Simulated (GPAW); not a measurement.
# Nd (Fm-3m) in GPAW: tuning use of symmetry

Aim: find the choice of use of symmetry that runs Nd fastest, at PBE. This setting moves, with any that are tied to it; all else stays.

Everything below comes from runs of GPAW 26.7.0. Logs are shortened: lines on timing, memory, paths and dates and some standing lists are left out, and cuts for length are marked. The log counts tension as positive stress, the text compression.

**1. Starting point**

Symmetry: Fm-3m, No. 225, cubic system. The conventional cell has a = 5.210 Å, b = 5.210 Å, c = 5.210 Å, α = 90.00°, β = 90.00°, γ = 90.00°. Nd (site symmetry m-3m) has 12 Nd at 3.68 Å as nearest neighbours.

This isn't the form of Nd at room conditions, which is double hcp.

**2. With use of symmetry default**

run.py reads:

```python
from ase.dft.bandgap import bandgap
from ase.io import read, write
from ase.units import GPa
from gpaw import GPAW, PW

atoms = read('Nd.xyz')
atoms.set_initial_magnetic_moments([3.0])

calc = GPAW(mode=PW(800),
            xc='PBE',
            kpts={'size': (7, 7, 7), 'gamma': True},
            occupations={'name': 'fermi-dirac', 'width': 0.05},
            nbands=18,
            convergence={'density': 1e-05, 'energy': 1e-05},
            maxiter=100,
            txt='gpaw.txt')
atoms.calc = calc
energy = atoms.get_potential_energy()
forces = atoms.get_forces()
stress = atoms.get_stress()
calc.write('gs.gpw')
write('result.traj', atoms)
print(f'Energy: {energy:.6f} eV')
print('Forces (eV/A):')
print(forces.round(4))
print('Stress (GPa):', (stress / GPa).round(3))
print('Moments:', calc.get_magnetic_moments().round(3))
print('Fermi level:', round(calc.get_fermi_level(), 4), 'eV')
print(f'Gap: {bandgap(calc)[0]:.4f} eV, direct: {bandgap(calc, direct=True)[0]:.4f} eV')
```

Nd.xyz reads:

```xyz
1
Lattice="0.0000000000 2.6049204508 2.6049204508 2.6049204508 0.0000000000 2.6049204508 2.6049204508 2.6049204508 0.0000000000" Properties=species:S:1:pos:R:3 pbc="T T T"
Nd     0.0000000000      0.0000000000      0.0000000000
```

Potentials or basis: GPAW PAW data sets (gpaw-data 1.2.1), pw.

The run is started by

```console
$ OMP_NUM_THREADS=1 python run.py
```

It took 70 s on 1 thread of Arm Neoverse N1, host not shared; peak memory 0.2 GiB.

It converged, with:

```
Free energy            : -5.4789 eV
Pressure               : -0.8 GPa
Band gap on the k mesh : none (metal or under the smearing width)
Net moment             : 4.26 μB per cell
Site moments           : Nd +3.42 μB
```

**3. With use of symmetry off**

Edit run.py of step 2 so:

```diff
@@ -14,2 +14,3 @@
             convergence={'density': 1e-05, 'energy': 1e-05},
+            symmetry='off',
             maxiter=100,
```

Nd.xyz is that of step 2.

Potentials or basis: GPAW PAW data sets (gpaw-data 1.2.1), pw.

The run is started by

```console
$ OMP_NUM_THREADS=1 python run.py
```

Run time: 15 min. Hardware: 1 thread of Arm Neoverse N1, host not shared.

The calculation hadn't finished when its time ran out.

**4. With use of symmetry point_group=False**

Edit run.py of step 3 so:

```diff
@@ -14,3 +14,3 @@
             convergence={'density': 1e-05, 'energy': 1e-05},
-            symmetry='off',
+            symmetry={'point_group': False},
             maxiter=100,
```

Nd.xyz is that of step 3.

The run is started by

```console
$ OMP_NUM_THREADS=1 python run.py
```

It took 9.1 min on 1 thread of Arm Neoverse N1, host not shared; peak memory 0.43 GiB.

Results (log left out):

```yaml
Free_energy: -5.4789 eV
Pressure: -0.8 GPa
Band_gap_on_the_k_mesh: none (metal or under the smearing width)
Net_moment: 4.26 μB per cell
Site_moments: Nd +3.42 μB
```

**5. With use of symmetry symmorphic=False**

Edit run.py of step 4 so:

```diff
@@ -14,3 +14,3 @@
             convergence={'density': 1e-05, 'energy': 1e-05},
-            symmetry={'point_group': False},
+            symmetry={'symmorphic': False},
             maxiter=100,
```

Nd.xyz is that of step 4.

The run is started by

```console
$ OMP_NUM_THREADS=1 python run.py
```

Run time: 70 s. Hardware: 1 thread of Arm Neoverse N1, host not shared; peak memory 0.2 GiB.

Results (log left out):

| Quantity | Value |
| --- | --- |
| Free energy | -5.4789 eV |
| Pressure | -0.8 GPa |
| Band gap on the k mesh | none (metal or under the smearing width) |
| Net moment | 4.26 μB per cell |
| Site moments | Nd +3.42 μB |

**6. With use of symmetry time_reversal=False**

Edit run.py of step 5 so:

```diff
@@ -14,3 +14,3 @@
             convergence={'density': 1e-05, 'energy': 1e-05},
-            symmetry={'symmorphic': False},
+            symmetry={'time_reversal': False},
             maxiter=100,
```

Nd.xyz is that of step 5.

Potentials or basis: GPAW PAW data sets (gpaw-data 1.2.1), pw.

The run is started by

```console
$ OMP_NUM_THREADS=1 python run.py
```

gpaw.txt:

```text
__  _  _
 | _ |_)|_||  |
 |__||  | ||/\| - 26.7.0

Input parameters:
  mode=PW(ecut=800.0),
  convergence={'density': 1e-05, 'energy': 1e-05},
  kpts=MonkhorstPack(size=(7, 7, 7), gamma=True),
  maxiter=100,
  nbands=18,
  occupations=Occupations(name='fermi-dirac', width=0.05),
  symmetry=Symmetry(time_reversal=False),
  xc=XC(name='PBE')

Diagonalizing LCAO Hamiltonian
Converting LCAO to pw mode

       Nd

Atoms  # Å, Bohr magnetons
|   | symbol |        x |        y |        z |    initial magnetic moments |
|---|--------|----------|----------|----------|-----------------------------|
| 0 |     Nd | 0.000000 | 0.000000 | 0.000000 | ( 0.0000,  0.0000,  3.0000) |

Unit cell  # Å
| periodic |        x |        y |        z |  lengths |    angles |
|----------|----------|----------|----------|----------|-----------|
|      yes | 0.000000 | 2.604920 | 2.604920 | 3.683914 | 60.000000 |
|      yes | 2.604920 | 0.000000 | 2.604920 | 3.683914 | 60.000000 |
|      yes | 2.604920 | 2.604920 | 0.000000 | 3.683914 | 60.000000 |

Number of symmetries: 48
Symmetry operations  # r_c * U_cc + t_c -> r_c
|    | kind |            matrix            |
|----|------|------------------------------|
|  0 |  σ   |  1, 0, 0,  1, 0,-1,  1,-1, 0 |
|  1 |  C2  |  1, 0, 0,  1,-1, 0,  1, 0,-1 |
|  2 |  E   |  1, 0, 0,  0, 1, 0,  0, 0, 1 |
|  3 |  σ   |  1, 0, 0,  0, 0, 1,  0, 1, 0 |
|  4 |  C4  |  1, 0,-1,  1, 0, 0,  1,-1, 0 |
|  5 |  S6  |  1, 0,-1,  1,-1, 0,  1, 0, 0 |
|  6 |  σ   |  1, 0,-1,  0, 1,-1,  0, 0,-1 |
|  7 |  C3  |  1, 0,-1,  0, 0,-1,  0, 1,-1 |
|  8 |  S6  |  1,-1, 0,  1, 0, 0,  1, 0,-1 |
|  9 |  C4  |  1,-1, 0,  1, 0,-1,  1, 0, 0 |
| 10 |  C3  |  1,-1, 0,  0,-1, 1,  0,-1, 0 |
| 11 |  σ   |  1,-1, 0,  0,-1, 0,  0,-1, 1 |
| 12 |  σ   |  0, 1, 0,  1, 0, 0,  0, 0, 1 |
| 13 |  C4  |  0, 1, 0,  0, 1,-1, -1, 1, 0 |
| 14 |  C3  |  0, 1, 0,  0, 0, 1,  1, 0, 0 |
| 15 |  S6  |  0, 1, 0, -1, 1, 0,  0, 1,-1 |
| 16 |  C2  |  0, 1,-1,  1, 0,-1,  0, 0,-1 |
| 17 |  σ   |  0, 1,-1,  0, 1, 0, -1, 1, 0 |
| 18 |  S4  |  0, 1,-1,  0, 0,-1,  1, 0,-1 |
| 19 |  C4  |  0, 1,-1, -1, 1, 0,  0, 1, 0 |
| 20 |  C3  |  0, 0, 1,  1, 0, 0,  0, 1, 0 |
| 21 |  σ   |  0, 0, 1,  0, 1, 0,  1, 0, 0 |
| 22 |  S6  |  0, 0, 1,  0,-1, 1, -1, 0, 1 |
| 23 |  C4  |  0, 0, 1, -1, 0, 1,  0,-1, 1 |
| 24 |  S4  |  0, 0,-1,  1, 0,-1,  0, 1,-1 |
| 25 |  C3  |  0, 0,-1,  0, 1,-1,  1, 0,-1 |
| 26 |  C2  |  0, 0,-1,  0,-1, 0, -1, 0, 0 |
| 27 |  S6  |  0, 0,-1, -1, 0, 0,  0,-1, 0 |
| 28 |  S4  |  0,-1, 1,  1,-1, 0,  0,-1, 0 |
| 29 |  C4  |  0,-1, 1,  0, 0, 1, -1, 0, 1 |
| 30 |  C2  |  0,-1, 1,  0,-1, 0,  1,-1, 0 |
| 31 |  σ   |  0,-1, 1, -1, 0, 1,  0, 0, 1 |
| 32 |  C3  |  0,-1, 0,  1,-1, 0,  0,-1, 1 |
| 33 |  S6  |  0,-1, 0,  0, 0,-1, -1, 0, 0 |
| 34 |  S4  |  0,-1, 0,  0,-1, 1,  1,-1, 0 |
| 35 |  C2  |  0,-1, 0, -1, 0, 0,  0, 0,-1 |
| 36 |  C2  | -1, 1, 0,  0, 1, 0,  0, 1,-1 |
| 37 |  S6  | -1, 1, 0,  0, 1,-1,  0, 1, 0 |
| 38 |  S4  | -1, 1, 0, -1, 0, 1, -1, 0, 0 |
| 39 |  C3  | -1, 1, 0, -1, 0, 0, -1, 0, 1 |
| 40 |  S6  | -1, 0, 1,  0, 0, 1,  0,-1, 1 |
| 41 |  C2  | -1, 0, 1,  0,-1, 1,  0, 0, 1 |
| 42 |  C3  | -1, 0, 1, -1, 1, 0, -1, 0, 0 |
| 43 |  S4  | -1, 0, 1, -1, 0, 0, -1, 1, 0 |
| 44 |  C2  | -1, 0, 0,  0, 0,-1,  0,-1, 0 |
| 45 |  i   | -1, 0, 0,  0,-1, 0,  0, 0,-1 |
| 46 |  σ   | -1, 0, 0, -1, 1, 0, -1, 0, 1 |
| 47 |  C2  | -1, 0, 0, -1, 0, 1, -1, 1, 0 |

BZ-sampling:
  Number of BZ points: 343
  Number of IBZ points: 20

  Monkhorst-Pack size: [7, 7, 7]
  Monkhorst-Pack shift: [0, 0, 0]

K-points  # in reciprocal-cell coordinates
|     |                                coordinates |     weight |
|-----|--------------------------------------------|------------|
|   0 | (  0.00000000,   0.00000000,   0.00000000) | 0.00291545 |
|   1 | (  0.14285714,   0.14285714,   0.00000000) | 0.01749271 |
|   2 | (  0.14285714,   0.14285714,   0.14285714) | 0.02332362 |
|   3 | (  0.28571429,   0.14285714,   0.14285714) | 0.03498542 |
|   4 | (  0.28571429,   0.28571429,   0.00000000) | 0.01749271 |
|   5 | (  0.28571429,   0.28571429,   0.14285714) | 0.06997085 |
|   6 | (  0.28571429,   0.28571429,   0.28571429) | 0.02332362 |
|   7 | (  0.42857143,  -0.28571429,  -0.28571429) | 0.03498542 |
|   8 | (  0.42857143,   0.28571429,  -0.42857143) | 0.13994169 |
|   9 | (  0.42857143,   0.28571429,  -0.28571429) | 0.06997085 |
| ... |                                            |            |
|  19 | (  0.42857143,   0.42857143,   0.42857143) | 0.02332362 |

Plane wave coefficients: 1837
Cutoff: 800.0 eV

Spin-components: 2 (collinear spins)
Bands:           18
Projectors:      8
Spin-degeneracy: 1
Datatype:        complex128

Parallelization:
  kpt:    1
  domain: 1
  band:   1

Density:
  Valence electrons: 14.0
  Components: 2
  Grid points: [25 25 25]
  Charge: 0.0  # |e|

Potential:
  Grid points: [25 25 25]

species:
  Nd:
    name:    Neodymium
    Z:       60.0
    valence: 14
    core:    46
    charge:  0.0  # [|e|]
    compensation charges:
      type: gauss
      rc: 0.35  # [Å]
      lmax: 2
    cutoffs:
      filter: 1.17  # [Å]
      core: 2.04  # [Å]
    projectors
    | kind |    occ | energy [eV] | rcut [Å] |
    |------|--------|-------------|----------|
    |   5s |  2.000 |     -40.464 |    1.164 |
    |   6s |  2.000 |      -3.502 |    1.164 |
    |   5p |  6.000 |     -22.090 |    1.164 |
    |   6p |  0.000 |      -1.232 |    1.164 |
    |   5d |  0.000 |      -1.918 |    1.164 |
    |   4f |  4.000 |      -1.747 |    1.164 |
    |    d |        |      25.294 |    1.164 |
    |    f |        |      25.464 |    1.164 |

    Using partial waves for Nd as LCAO basis

Reference energy: -261880.894526  # eV

eigensolver:
  PPCG
  Converge bands: occupied
  niter=2

density mixing:
  MSR1-Mixer
  Pratt-step length: 0.05
  Maximum mixing coefficient: 0.75
  Old densities: 10
  SVD Regularization: 0.005
  Good broyden scale: 1.0
  Trust region scale: 1.0
  Backstep threshold: 4.0
  History deletion threshold: 6.0
  Fourier metric: weight=20.0, sigma=0.015

occupation numbers:
  Fermi-Dirac:
    width: 0.0500  # eV

poisson solver:
  ecut: 6400.0  # eV

xc functional:
  name: PBE with 2 nearest neighbor stencil

convergence criteria:
- Maximum integral of absolute [dens]ity change: 1e-05 electrons / valence electron
- Maximum [total energy] change in last 3 cyles: 1e-05 eV / valence electron
- Maximum integral of absolute [eigenst]ate change: 4e-08 eV^2 / valence electron
maximum number of iterations: 100

SCF iterations
|iter     | |      energy | eigst |  dens |  magmom |
|---------|-|-------------|-------|-------|---------|
|iter:   1| |  -15.918542 | -0.52 |       |  +3.0097|
|iter:   2| |   -8.498520 | -0.97 | -0.20 |  +2.8746|
|iter:   3| |  -14.898693 | +0.45 | -0.34 |  +2.5822|
|iter:   4| |   -6.451832 | -0.62 | -0.19 |  +2.8535|
|iter:   5| |   -8.178785 | -0.32 | -0.39 |  +3.5135|
|iter:   6| |   -5.600295 | -0.48 | -0.33 |  +3.5053|
|iter:   7| |   -5.384974 | -1.91 | -0.77 |  +3.7825|
|iter:   8| |   -5.396828 | -3.92 | -1.75 |  +3.8750|
|iter:   9| |   -5.409843 | -2.69 | -1.48 |  +4.0986|
|iter:  10| |   -5.411453 | -4.26 | -1.81 |  +4.1651|
|iter:  11| |   -5.413542 | -3.84 | -2.43 |  +4.2302|
|iter:  12| |   -5.413697 | -4.42 | -2.61 |  +4.2650|
|iter:  13| |   -5.413692 | -6.10 | -3.00 |  +4.2597|
|iter:  14| |   -5.413680c| -6.39 | -3.43 |  +4.2572|
|iter:  15| |   -5.413689c| -7.25 | -3.87 |  +4.2583|
|iter:  16| |   -5.413690c| -7.96c| -4.32 |  +4.2585|
|iter:  17| |   -5.413690c| -8.19c| -4.78 |  +4.2586|
|iter:  18| |   -5.413690c| -9.03c| -5.44c|  +4.2586|

Converged in 18 steps
Energy contributions relative to reference atoms: (reference = -261880.894526)

Energy contributions:
  Kinetic:         -37.104353
  Coulomb:          32.152439
  Zero:              1.476283
  External:          0.000000
  Xc:               -1.872832
  Entropy:          -0.130456
  Spinorbit:         0.000000
  ----------------------------
  Free energy:      -5.478918
  Extrapolated:     -5.413690

dipole moment: (-31.801519, -31.801519, -31.801519)  # |e|*Ang

Total magnetic moment: (0.000000, 0.000000, 4.258562)

Local magnetic moments
|        x |        y |        z |
|----------|----------|----------|
| 0.000000 | 0.000000 | 3.424775 |  # Nd   0

Fermi level: 9.034
Eigenvalues  # (at kpt = [0.000, 0.000, 0.000])
| band index |      eig [eV] | occ [0-1] |      eig [eV] | occ [0-1] |
|------------|---------------|-----------|---------------|-----------|
|          0 |       -28.426 |     1.000 |       -26.686 |     1.000 |
|          1 |        -9.078 |     1.000 |        -7.652 |     1.000 |
|          2 |        -9.078 |     1.000 |        -7.652 |     1.000 |
|          3 |        -9.078 |     1.000 |        -7.652 |     1.000 |
|          4 |         4.887 |     1.000 |         5.904 |     1.000 |
|          5 |         8.626 |     1.000 |        10.932 |     0.000 |
|          6 |         8.918 |     0.911 |        11.178 |     0.000 |
|          7 |         8.918 |     0.911 |        11.178 |     0.000 |
|          8 |         8.918 |     0.911 |        11.178 |     0.000 |
|          9 |         9.248 |     0.014 |        11.576 |     0.000 |
|         10 |         9.248 |     0.014 |        11.576 |     0.000 |
|         11 |         9.248 |     0.014 |        11.576 |     0.000 |
|         12 |        10.554 |     0.000 |        11.660 |     0.000 |
|         13 |        10.554 |     0.000 |        11.660 |     0.000 |
|         14 |        10.554 |     0.000 |        11.660 |     0.000 |
|        ... |               |           |               |           |
|         17 |        17.873 |     0.000 |        19.573 |     0.000 |

No gap
No difference between direct/indirect transitions

Forces  # eV/Ang
|       x |        y |        z |
|---------|----------|----------|
| 0.00000 | -0.00000 | -0.00000 |  # Nd   0

Stress tensor  # eV/Ang^3
|        x |         y |         z |
|----------|-----------|-----------|
| 0.005118 |  0.000000 |  0.000000 |
| 0.000000 |  0.005118 | -0.000000 |
| 0.000000 | -0.000000 |  0.005118 |

# Writing to gs.gpw (mode='')
```

Run time: 70 s. Hardware: 1 thread of Arm Neoverse N1, host not shared; peak memory 0.2 GiB.

Results:

```yaml
Free_energy: -5.4789 eV
Pressure: -0.8 GPa
Band_gap_on_the_k_mesh: none (metal or under the smearing width)
Net_moment: 4.26 μB per cell
Site_moments: Nd +3.42 μB
```

**7. The series at a glance**

```tsv
use of symmetry	energy less the last converged row (meV/atom)	SCF cycles	wall time (s)	peak memory (GiB)
default	0.00	18	70	0.2
off	timed out after 900 s	-	-	-
point_group=False	0.00	20	550	0.43
symmorphic=False	0.00	18	70	0.2
time_reversal=False	0.00	18	70	0.2
```

Fastest here: time_reversal=False (70 s), level within noise with default, symmorphic=False; slowest of those that converged: point_group=False (550 s). These are single runs, one after another on one machine, so differences under about a fifth mean little.

Caveats: one-centre terms of the f shell are cut off; the magnetic or orbital state may not be the lowest; spin-orbit coupling is left out, which moves the levels of the heavy elements.
